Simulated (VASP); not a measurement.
# Bi (R-3m) in VASP: a series of runs

One crystal, Bi, is run at these levels: PBEsol, RPBE; tasks: relaxation of cell and atoms.

Program: VASP 6.6.1. These are calculated values, not measurements. Logs are shortened: lines on timing, memory, paths and dates and some standing lists are left out, and cuts for length are marked.

### 1 The structure

It takes space group R-3m (No. 166, trigonal). Conventional cell: a = 4.535 Å, b = 4.535 Å, c = 11.814 Å, α = 90.00°, β = 90.00°, γ = 120.00°. Around Bi (site symmetry 3m) lie 6 Bi at 3.06 to 3.52 Å.

### 2 Relaxation of cell and atoms, PBEsol

The input, INCAR:

```
SYSTEM = Bi
PREC = Accurate
ENCUT = 480
EDIFF = 1E-7
ISMEAR = 0
SIGMA = 0.1
LREAL = .False.
LASPH = .True.
NELM = 100
ALGO = Normal
ISIF = 3
LWAVE = .False.
LCHARG = .False.
GGA = PS
IBRION = 2
NSW = 90
EDIFFG = -0.005
```

The input, KPOINTS:

```
Automatic mesh
0
Gamma
  12 12 12
  0 0 0
```

The input, POSCAR:

```
Bi
1.0
    2.2675000000      1.3091417400      3.9380000000
   -2.2675000000      1.3091417400      3.9380000000
    0.0000000000     -2.6182834700      3.9380000000
Bi
2
Direct
    0.2340000000      0.2340000000      0.2340000000
    0.7660000000      0.7660000000      0.7660000000
```

Potentials or basis: VASP PAW PBE potentials, release 64 (Bi_d).

Launch:

```console
cat potpaw_PBE.64/Bi_d/POTCAR > POTCAR
mpirun -np 1 vasp_std > vasp.out
```

OUTCAR:

```text
SYSTEM = Bi
   PREC = Accurate
   ENCUT = 480
   EDIFF = 1E-7
   ISMEAR = 0
   LREAL = .False.
   LASPH = .True.
   NELM = 100
   ISIF = 3
   GGA = PS
   IBRION = 2
   NSW = 90
   EDIFFG = -0.005

 ion  position               nearest neighbor table
   1  0.234  0.234  0.234-   2 3.06   2 3.06   2 3.06   2 3.52   2 3.52   2 3.52
   2  0.766  0.766  0.766-   1 3.06   1 3.06   1 3.06   1 3.52   1 3.52   1 3.52

  LATTYP: Found a trigonal (rhomboedric) cell.
 ALAT       =     4.7289800534
 COS(alpha) =     0.5401781297

  Lattice vectors:

 A1 = (   2.2675000000,   1.3091417400,   3.9380000000)
 A2 = (  -2.2675000000,   1.3091417400,   3.9380000000)
 A3 = (   0.0000000000,  -2.6182834700,   3.9380000000)

Analysis of symmetry for initial positions (statically):
=====================================================================
 Subroutine PRICEL returns:
 Original cell was already a primitive cell.

 Routine SETGRP: Setting up the symmetry group for a
 trigonal (rhombohedral) supercell.

 Subroutine GETGRP returns: Found 12 space group operations
 (whereof 12 operations were pure point group operations)
 out of a pool of 12 trial point group operations.

The static configuration has the point symmetry D_3d.

Analysis of symmetry for dynamics (positions and initial velocities):
=====================================================================
 Subroutine PRICEL returns:
 Original cell was already a primitive cell.

 Routine SETGRP: Setting up the symmetry group for a
 trigonal (rhombohedral) supercell.

 Subroutine GETGRP returns: Found 12 space group operations
 (whereof 12 operations were pure point group operations)
 out of a pool of 12 trial point group operations.

The dynamic configuration has the point symmetry D_3d.

 Subroutine INISYM returns: Found 12 space group operations
 (whereof 12 operations are pure point group operations),
 and found     1 'primitive' translations

----------------------------------------------------------------------------------------

                                     Primitive cell

  volume of cell :      70.1392

  direct lattice vectors                    reciprocal lattice vectors
     2.267500000  1.309141740  3.938000000     0.220507166  0.127309872  0.084645336
    -2.267500000  1.309141740  3.938000000    -0.220507166  0.127309872  0.084645336
     0.000000000 -2.618283470  3.938000000     0.000000000 -0.254619744  0.084645336

  length of vectors
     4.728980053  4.728980053  4.728980052     0.268320791  0.268320791  0.268320791

  position of ions in fractional coordinates (direct lattice)
     0.234000000  0.234000000  0.234000000
     0.766000000  0.766000000  0.766000000

  ion indices of the primitive-cell ions
   primitive index   ion index
                 1           1
                 2           2

----------------------------------------------------------------------------------------

 KPOINTS: Automatic mesh

Automatic generation of k-mesh.
 Grid dimensions read from file:
 generate k-points for:   12   12   12

 Generating k-lattice:

  Cartesian coordinates                     Fractional coordinates (reciprocal lattice)
     0.018375597  0.010609156  0.007053778     0.083333333  0.000000000  0.000000000
    -0.018375597  0.010609156  0.007053778     0.000000000  0.083333333  0.000000000
     0.000000000 -0.021218312  0.007053778     0.000000000  0.000000000  0.083333333

  Length of vectors
     0.022360066  0.022360066  0.022360066

  Shift w.r.t. Gamma in fractional coordinates (k-lattice)
     0.000000000  0.000000000  0.000000000

 Subroutine IBZKPT returns following result:
 ===========================================

 Found    189 irreducible k-points:

 Following reciprocal coordinates:
            Coordinates               Weight
  0.000000  0.000000  0.000000      1.000000
  0.083333  0.000000 -0.000000      6.000000
  0.166667  0.000000  0.000000      6.000000
  0.250000  0.000000  0.000000      6.000000
  0.333333  0.000000  0.000000      6.000000
  0.416667  0.000000 -0.000000      6.000000
[... 16 lines left out ...]
  0.500000  0.166667  0.000000     12.000000
 -0.416667  0.166667  0.000000     12.000000
 [... further k-points ...]
   k-points           NKPTS =    189   k-points in BZ     NKDIM =    189   number of bands    NBANDS=     19
   number of dos      NEDOS =    301   number of ions     NIONS =      2
   total plane-waves  NPLWV =  46656
   dimension x,y,z NGX =    36 NGY =   36 NGZ =   36
   dimension x,y,z NGXF=    72 NGYF=   72 NGZF=   72
   ions per type =               2
   NGX,Y,Z   is equivalent  to a cutoff of  12.66, 12.66, 12.66 a.u.
   NGXF,Y,Z  is equivalent  to a cutoff of  25.31, 25.31, 25.31 a.u.
 SYSTEM =  Bi
   PREC   = accura    normal or accurate (medium, high low for compatibility)
   ISTART =      0    job   : 0-new  1-cont  2-samecut
   ICHARG =      2    charge: 1-file 2-atom 10-const
   ISPIN  =      1    spin polarized calculation?
   LNONCOLLINEAR =      F non collinear calculations
   LSORBIT =      F    spin-orbit coupling
   LASPH  =      T    aspherical Exc in radial PAW
   ENCUT  =  480.0 eV  35.28 Ry    5.94 a.u.   8.45  8.45  8.45*2*pi/ulx,y,z
   NELM   =    100;   NELMIN=  2; NELMDL= -5     # of ELM steps
   EDIFF  = 0.1E-06   stopping-criterion for ELM
   LREAL  =      F    real-space projection
   EDIFFG = -.5E-02   stopping-criterion for IOM
   NSW    =     90    number of steps for IOM
   IBRION =      2    ionic relax: 0-MD 1-quasi-New 2-CG
   NFREE  =      1    steps in history (QN), initial steepest desc. (CG)
   ISIF   =      3    stress and relaxation
   ISYM   =      2    0-nonsym 1-usesym 2-fastsym
   POTIM  = 0.5000    time-step for ionic-motion
   TEBEG  =    0.0;   TEEND  =   0.0 temperature during run
   PSTRESS=    0.0 pullay stress
   NELECT =      30.0000    total number of electrons
   NUPDOWN=      -1.0000    fix difference up-down
   EMIN   =  10.00;   EMAX   =-10.00  energy-range for DOS
   EFERMI =   0.00;   METHOD = LEGACY
   ISMEAR =     0;   SIGMA  =   0.10  broadening in eV -4-tet -1-fermi 0-gaus
   EFERMI_NEDOS =   21; number of points for ismear=-14 and -15
   IALGO  =     38    algorithm
   IMIX   =      4    mixing-type and parameters
     AMIX     =   0.40;   BMIX     =  1.00
     AMIX_MAG =   1.60;   BMIX_MAG =  1.00
  volume/ion in A,a.u.               =      35.07       236.66
  Fermi-wavevector in a.u.,A,eV,Ry     =   1.233469  2.330919 20.700530  1.521446
  Thomas-Fermi vector in A             =   2.368198
   LORBIT       =      0    0 simple, 1 ext, 2 COOP (PROOUT), +10 PAW based schemes
   GGA     = PS    functional components
   LHFCALC =     F    Hartree Fock is set to
   AEXX    =    0.0000 exact exchange contribution
   IVDW    =     0    specifies the selected vdW correction
   LEPSILON=     F    determine dielectric tensor
   LRPA    =     F    only Hartree local field effects (RPA)
 conjugate gradient relaxation of ions
 non-spin polarized calculation
 Gauss-broadening in eV      SIGMA  =   0.10
  energy-cutoff  :      480.00
  volume of cell :       70.14
 maximum number of plane-waves:      1692
 NGX is ok and might be reduce to    36
   NGX = 17   NGY = 17   NGZ = 17

--------------------------------------- Ionic step        1  -------------------------------------------

 number of electron      30.0000004 magnetization

 Free energy of the ion-electron system (eV)
  ---------------------------------------------------
  ext. energy  EPLUGINS =         0.00000000
  ---------------------------------------------------
  free energy    TOTEN  =        -8.59993760 eV

  energy without entropy =       -8.59878315  energy(sigma->0) =       -8.59936037

------------------------ aborting loop because EDIFF is reached ----------------------------------------

  FORCE on cell =-STRESS in cart. coord.  units (eV):
  Direction    XX          YY          ZZ          XY          YZ          ZX
  --------------------------------------------------------------------------------------
  -------------------------------------------------------------------------------------
  Total       -0.1289614     -0.1289614     -0.0824491      0.0000000     -0.0000000      0.0000000
  in kB       -2.9458427     -2.9458427     -1.8833706      0.0000000     -0.0000000      0.0000000
  external PRESSURE =      -2.5916853 kB  Pullay stress =       0.0000000 kB
[... 89 lines left out ...]
  FREE ENERGIE OF THE ION-ELECTRON SYSTEM (eV)
  ---------------------------------------------------
  free  energy   TOTEN  =        -8.6042169572 eV

  energy  without entropy=       -8.6029535143  energy(sigma->0) =       -8.60358524

[... ionic steps 4 to 8 ...]

--------------------------------------- Ionic step        9  -------------------------------------------

 number of electron      30.0000004 magnetization

------------------------ aborting loop because EDIFF is reached ----------------------------------------

  FORCE on cell =-STRESS in cart. coord.  units (eV):
  Direction    XX          YY          ZZ          XY          YZ          ZX
  --------------------------------------------------------------------------------------
  -------------------------------------------------------------------------------------
  Total       -0.0112476     -0.0112476     -0.0218710      0.0000000     -0.0000000      0.0000000
  in kB       -0.2620223     -0.2620223     -0.5095012      0.0000000     -0.0000000      0.0000000
  external PRESSURE =      -0.3445152 kB  Pullay stress =       0.0000000 kB
[... 57 lines left out ...]
  energy  without entropy=       -8.6050358782  energy(sigma->0) =       -8.60564284

--------------------------------------- Ionic step       11  -------------------------------------------

 number of electron      30.0000004 magnetization

 Free energy of the ion-electron system (eV)
  ---------------------------------------------------
  ext. energy  EPLUGINS =         0.00000000
  ---------------------------------------------------
  free energy    TOTEN  =        -8.60625255 eV

  energy without entropy =       -8.60503457  energy(sigma->0) =       -8.60564356

 E-fermi :   6.4231     XC(G=0):  -9.8194

 val. band max:        6.4145411570   @ k =   0.4167   0.0833   0.0833
 cond. band min:       6.4938360523   @ k =   0.4167   0.0000  -0.0000
 fundamental gap:      0.0792948953
 Fermi energy:         6.4231498248

 k-point     1 :       0.0000    0.0000    0.0000
  band No.  band energies     occupation
      1     -16.4492      2.00000
      2     -16.4492      2.00000
      3     -16.2911      2.00000
      4     -16.2911      2.00000
      5     -16.2807      2.00000
      6     -16.0981      2.00000
[... 11 lines left out ...]
     18       9.4838      0.00000
     19      11.9290      0.00000
[... 489 lines left out ...]
      3     -16.2417      2.00000
      4     -16.2247      2.00000
      5     -16.2024      2.00000
      6     -16.1873      2.00000
[... 11 lines left out ...]
     18       9.7197      0.00000
     19      13.2417      0.00000

 [... further k-points ...]
[... 5 lines left out ...]
  --------------------------------------------------------------------------------------
  -------------------------------------------------------------------------------------
  Total        0.0027918      0.0027918      0.0053952      0.0000000      0.0000000      0.0000000
  in kB        0.0650840      0.0650840      0.1257785      0.0000000      0.0000000      0.0000000
  external PRESSURE =       0.0853155 kB  Pullay stress =       0.0000000 kB
[... 17 lines left out ...]
  FREE ENERGIE OF THE ION-ELECTRON SYSTEM (eV)
  ---------------------------------------------------
  free  energy   TOTEN  =        -8.6062525506 eV

  energy  without entropy=       -8.6050345719  energy(sigma->0) =       -8.60564356

 reached required accuracy - stopping structural energy minimisation
```

Run time: 8.4 min. Hardware: 1 thread of Intel Xeon 6975P-C (Granite Rapids), shared host; peak memory 0.34 GiB.

What came out:

* Free energy: -8.6063 eV
* Relaxed volume: 34.36 Å³/atom
* Relaxed cell: a = 4.674 Å, b = 4.674 Å, c = 4.674 Å, α = 57.90°, β = 57.90°, γ = 57.90°
* Space group after relaxing (to 0.05 Å): R-3m (No. 166)
* Energy gained by relaxing: 3.2 meV/atom
* Ionic steps: 11
* Pressure after relaxing: 0.0 GPa
* Largest force after relaxing: 0.004 eV/Å
* Band gap on the k mesh: none (metal or under the smearing width)

Forces in eV/Å, atoms in the order of the input:
```
Bi   0.000  0.000 -0.004
Bi   0.000  0.000  0.004
```

Step by step:
```tsv
step	energy change (eV)	largest force (eV/Å)	pressure (GPa)	volume (Å³)
1	0.0000	0.1609	-0.26	70.14
2	-0.0028	0.1316	-0.01	69.56
3	-0.0043	0.0952	0.31	68.86
4	-0.0056	0.0006	-0.16	69.20
5	-0.0056	0.0045	-0.13	69.18
6	-0.0060	0.0025	-0.07	68.99
7	-0.0062	0.0132	0.04	68.67
8	-0.0063	0.0121	-0.03	68.77
9	-0.0063	0.0118	-0.03	68.78
10	-0.0063	0.0009	0.03	68.70
11	-0.0063	0.0035	0.01	68.72
```

Final structure:
```xyz
2
Lattice="2.2624 1.3062 3.8760 -2.2624 1.3062 3.8760 0.0000 -2.6124 3.8760" Properties=species:S:1:pos:R:3 pbc="T T T"
Bi    0.0000    0.0000    2.7549
Bi    0.0000    0.0000    8.8732
```

Caveat: the PAW data sets were made with another functional, which shifts forces and pressure a little; spin-orbit coupling is left out, which moves the levels of the heavy elements.

### 3 Relaxation of cell and atoms, RPBE

Changes to INCAR since step 2:

```diff
@@ -2,3 +2,3 @@
 PREC = Accurate
-ENCUT = 480
+ENCUT = 600
 EDIFF = 1E-7
@@ -13,3 +13,3 @@
 LCHARG = .False.
-GGA = PS
+GGA = RP
 IBRION = 2
```

KPOINTS is that of step 2.

POSCAR is that of step 2.

Potentials or basis: VASP PAW PBE potentials, release 64 (Bi_d).

Launch:

```console
cat potpaw_PBE.64/Bi_d/POTCAR > POTCAR
mpirun -np 1 vasp_std > vasp.out
```

Run time: 19 min. Hardware: 1 thread of Intel Xeon 6975P-C (Granite Rapids), shared host; peak memory 0.45 GiB.

Results (log left out):

* Free energy: -7.0442 eV
* Relaxed volume: 38.94 Å³/atom
* Relaxed cell: a = 5.010 Å, b = 5.010 Å, c = 5.010 Å, α = 54.67°, β = 54.67°, γ = 54.67°
* Space group after relaxing (to 0.05 Å): R-3m (No. 166)
* Energy gained by relaxing: 32.9 meV/atom
* Ionic steps: 14
* Pressure after relaxing: 0.0 GPa
* Band gap on the k mesh: none (metal or under the smearing width)

Step by step:
| step | energy change (eV) | largest force (eV/Å) | pressure (GPa) | volume (Å³) |
| --- | --- | --- | --- | --- |
| 1 | 0.0000 | 0.2578 | 3.55 | 70.14 |
| 2 | -0.0401 | 0.2942 | -1.43 | 78.32 |
| 3 | -0.0554 | 0.1198 | 0.06 | 75.30 |
| 4 | -0.0575 | 0.1052 | 0.05 | 75.53 |
| 5 | -0.0622 | 0.0551 | 0.06 | 76.20 |
| 6 | -0.0651 | 0.0679 | 0.20 | 77.53 |
| 7 | -0.0635 | 0.0683 | -0.55 | 79.34 |
| 8 | -0.0655 | 0.0259 | -0.04 | 78.08 |
| 9 | -0.0657 | 0.0066 | 0.01 | 77.90 |
| 10 | -0.0657 | 0.0057 | 0.01 | 77.89 |
| 11 | -0.0657 | 0.0054 | 0.01 | 77.89 |
| 12 | -0.0657 | 0.0043 | -0.03 | 77.94 |
| 13 | -0.0657 | 0.0012 | -0.01 | 77.91 |
| 14 | -0.0657 | 0.0004 | 0.00 | 77.87 |

Final structure:
```
Bi
1.0
     2.30059    1.32825    4.24741
    -2.30059    1.32825    4.24741
     0.00000   -2.65650    4.24741
Bi
2
Cartesian
  0.0000 0.0000 2.9398
  0.0000 0.0000 9.8025
```

Levels at points of the mesh, in eV from the Fermi level:
```
           k point  band 11  band 12  band 13  band 14  band 15  band 16  band 17  band 18  band 19
(0.00, 0.00, 0.00)   -12.59    -7.83    -1.54    -0.98    -0.98     2.08     2.67     2.67     5.74
(0.50, 0.00, 0.00)   -10.95   -10.21    -1.66    -1.27    -0.40    -0.13     0.63     1.34     6.96
(0.50, 0.50, 0.00)   -11.04    -9.51    -4.12    -2.73    -2.47     2.34     4.35     5.24     5.79
(0.50, 0.50, 0.50)   -11.77    -9.55    -0.87    -0.54    -0.54     0.88     1.02     1.02     6.45
```

Caveat: the PAW data sets were made with another functional, which shifts forces and pressure a little; spin-orbit coupling is left out, which moves the levels of the heavy elements; the volume moved by +11 % from the deposited cell, more than functionals usually miss.
